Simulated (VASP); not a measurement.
BaTiO3:

```
Ba Ti O
1.0
     2.84826    1.64444    2.33556
    -2.84826    1.64444    2.33556
     0.00000   -3.28888    2.33556
Ba Ti O
1 1 3
Direct
  0.00015 0.00015 0.00015
  0.51334 0.51334 0.51334
  0.48895 0.97972 0.48895
  0.48895 0.48895 0.97972
  0.97972 0.48895 0.48895
```

The cell is a database's computed one.

```yaml
Program: VASP 6.6.1
Task: relaxation of cell and atoms
Functional: PBEsol
Potentials_or_basis: VASP PAW PBE potentials, release 64 (Ba_sv, Ti_sv, O)
Cutoff: 600 eV
k_mesh: 6 × 6 × 6
Occupations: gaussian, width 0.02 eV
Spin: no spin polarisation
```

At the start: pressure -3.1 GPa; volume 13.13 Å³/atom.

Task: Where does the relaxation end?

Result: Over 14 steps the energy falls by 2.6 meV/atom and the volume is 12.84 Å³/atom (-2.2 %); space group R3m (No. 160, to 0.05 Å).

Step by step:
| step | energy change (eV) | largest force (eV/Å) | pressure (GPa) | volume (Å³) |
| --- | --- | --- | --- | --- |
| 1 | 0.0000 | 0.1315 | -3.07 | 65.64 |
| 2 | 0.0031 | 0.3445 | 3.54 | 63.28 |
| 3 | -0.0114 | 0.0999 | -0.09 | 64.51 |
| 4 | -0.0126 | 0.0548 | -0.06 | 64.38 |
| 5 | -0.0129 | 0.0323 | -0.01 | 64.26 |
| 6 | -0.0129 | 0.0333 | 0.00 | 64.26 |
| 7 | -0.0130 | 0.0147 | -0.03 | 64.25 |
| 8 | -0.0130 | 0.0114 | -0.04 | 64.24 |
| 9 | -0.0130 | 0.0131 | -0.05 | 64.23 |
| 10 | -0.0130 | 0.0125 | -0.04 | 64.24 |
| 11 | -0.0131 | 0.0091 | 0.04 | 64.20 |
| 12 | -0.0131 | 0.0083 | 0.06 | 64.19 |
| 13 | -0.0131 | 0.0061 | -0.06 | 64.22 |
| 14 | -0.0131 | 0.0046 | -0.01 | 64.20 |

Final structure:
```
CELL_PARAMETERS angstrom
2.82799 1.63274 2.31744
-2.82799 1.63274 2.31744
0.00000 -3.26548 2.31744
ATOMIC_POSITIONS crystal
Ba 0.00021 0.00021 0.00021
Ti 0.51216 0.51216 0.51216
O 0.48866 0.98140 0.48866
O 0.48866 0.48866 0.98140
O 0.98140 0.48866 0.48866
```

Caveat: the PAW data sets were made with another functional, which shifts forces and pressure a little.
